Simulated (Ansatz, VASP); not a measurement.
# One calculation of ZnS, two programs

INCAR

```
ALGO = Normal
EDIFF = 1E-7
ENCUT = 520
GGA = PS
ISIF = 2
ISMEAR = 0
LASPH = True
LCHARG = True
LELF = True
LREAL = False
LVHAR = True
LWAVE = False
NBANDS = 26
NELM = 100
PREC = Accurate
SIGMA = 0.1
```

The input KPOINTS:

```
k-points
0
Gamma
  6 6 4
```

The input POSCAR:

```
ZnS
1.0
    3.8206924600      0.0000000000      0.0000000000
   -1.9103462300      3.3088167300      0.0000000000
    0.0000000000      0.0000000000      6.2024108700
Zn S
2 2
Direct
    0.3333333300      0.6666666700      0.0000000000
    0.6666666700      0.3333333300      0.5000000000
    0.3333333300      0.6666666700      0.3750000000
    0.6666666700      0.3333333300      0.8750000000
```

Input for Ansatz:

```yaml
crystal:
  lattice:
    - [3.82069246, 0.0, 0.0]
    - [-1.91034623, 3.30881673, 0.0]
    - [0.0, 0.0, 6.20241087]
  atoms:
    - { symbol: Zn, position: [0.33333333, 0.66666667, 0.0] }
    - { symbol: Zn, position: [0.66666667, 0.33333333, 0.5] }
    - { symbol: S, position: [0.33333333, 0.66666667, 0.375] }
    - { symbol: S, position: [0.66666667, 0.33333333, 0.875] }
basis:
  ecutwfc: 420
kpoints:
  mp_grid: { grid: [6, 6, 4] }
hamiltonian:
  xc: pbesol
scf:
  occupations: { method: gaussian, width: 0.1 }
output:
  forces: true
  stress: true
  eigenvalues: true
```

The cell was built by a generator and needn't be a form met in nature.

Alike in both runs: task single point; functional PBEsol; k mesh 6 × 6 × 4; occupations gaussian, width 0.1 eV; no spin polarisation.

|  | VASP | Ansatz |
| --- | --- | --- |
| version | VASP 6.6.1 | Ansatz 0.2.0 |
| potentials or method | VASP PAW PBE potentials, release 64 (Zn, S) | scalar-relativistic, plane waves, PAW |
| plane-wave cutoff (eV) | 520 | 420 |
| valence electrons in the cell | 36 | 36 |

VASP gave:

```
gap on the k mesh at the Fermi level (eV)       : 2.10
least direct gap on the mesh (eV)               : 2.10
pressure (GPa)                                  : -1.2
largest component of the traceless stress (GPa) : 0.86
rms of the force components (eV/Å)              : 0.025
```

What did Ansatz give for the same quantities?

gap on the k mesh at the Fermi level (eV): 2.09; least direct gap on the mesh (eV): 2.09; pressure (GPa): -1.4; largest component of the traceless stress (GPa): 0.85; rms of the force components (eV/Å): 0.025.

Atom by atom the forces differ by 0.000 eV/Å (rms over components).

Caveats: the PAW data sets were made with another functional, which shifts forces and pressure a little (VASP). PBEsol gaps usually lie below the measured ones, often by a third to a half.
